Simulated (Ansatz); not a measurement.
# Al2Ru: the cost of one run

Computed with Ansatz 0.2.0 (DFT r2SCAN, scalar-relativistic, plane waves, PAW, unless a step's input says otherwise).

3 further runs of the same task are left out: 3 set aside as unsound or not needed. Runs told in other sessions of the task aren't counted.

**1. The system as given**

It takes space group I4/mmm (No. 139, tetragonal). Conventional cell: a = 3.122 Å, b = 3.122 Å, c = 8.445 Å, α = 90.00°, β = 90.00°, γ = 90.00°. Al (site symmetry 4mm) is surrounded by 5 Ru at 2.58 to 2.88 Å and 5 Al at 2.69 Å. Ru (site symmetry 4/mmm) has 10 Al at 2.58 to 2.88 Å in its first shell of neighbours.

Structure file:

```
CELL_PARAMETERS angstrom
-3.12182 0.00000 0.00000
0.00000 -3.12182 0.00000
0.00000 0.00000 16.88997
ATOMIC_POSITIONS crystal
Al 0.00000 0.00000 0.32955
Al 0.50000 0.50000 0.07955
Al 0.00000 0.00000 0.82955
Al 0.50000 0.50000 0.57955
Al 0.50000 0.50000 0.42045
Al 0.00000 0.00000 0.17045
Al 0.50000 0.50000 0.92045
Al 0.00000 0.00000 0.67045
Ru 0.00000 0.00000 0.50000
Ru 0.50000 0.50000 0.25000
Ru 0.00000 0.00000 0.00000
Ru 0.50000 0.50000 0.75000
```

It goes back to an entry of the Materials Project, which need not be the stable form.

It is built from the cell relaxed beforehand with the same method (13.72 Å³/atom).

**2. The undisturbed cell**

File input.yaml:

```yaml
crystal:
  lattice:
    - [-3.1218205081, 0.0, 0.0]
    - [0.0, -3.1218205081, 0.0]
    - [0.0, 0.0, 16.8899668331]
  atoms:
    - { symbol: Al, position: [0.0, 0.0, 0.3295470177] }
    - { symbol: Al, position: [0.5, 0.5, 0.0795470177] }
    - { symbol: Al, position: [0.0, 0.0, 0.8295470177] }
    - { symbol: Al, position: [0.5, 0.5, 0.5795470177] }
    - { symbol: Al, position: [0.5, 0.5, 0.4204529823] }
    - { symbol: Al, position: [1.0, 1.0, 0.1704529823] }
    - { symbol: Al, position: [0.5, 0.5, 0.9204529823] }
    - { symbol: Al, position: [1.0, 1.0, 0.6704529823] }
    - { symbol: Ru, position: [0.0, 0.0, 0.5] }
    - { symbol: Ru, position: [0.5, 0.5, 0.25] }
    - { symbol: Ru, position: [0.0, 0.0, 0.0] }
    - { symbol: Ru, position: [0.5, 0.5, 0.75] }
basis:
  ecutwfc: 500
kpoints:
  mp_grid: { grid: [15, 15, 3] }
hamiltonian:
  xc: r2scan
scf:
  occupations: { method: gaussian, width: 0.15 }
output:
  forces: true
  stress: true
  eigenvalues: true
  write_density: true
  write_potential: true
  elf: true
  volumetric_format: npy
```

On the command line:

```bash
$ ansatz run input.yaml --threads 2 --pin off --max-ram 5120MiB --backend cpu --events-out ev --progress --plain --runs-dir out
```

Q: Estimate wall time and peak memory on 2 threads of Oxide Virtual Turin-like (Zen 5), shared host.

About 32 s, with a peak of 1.1 GiB.
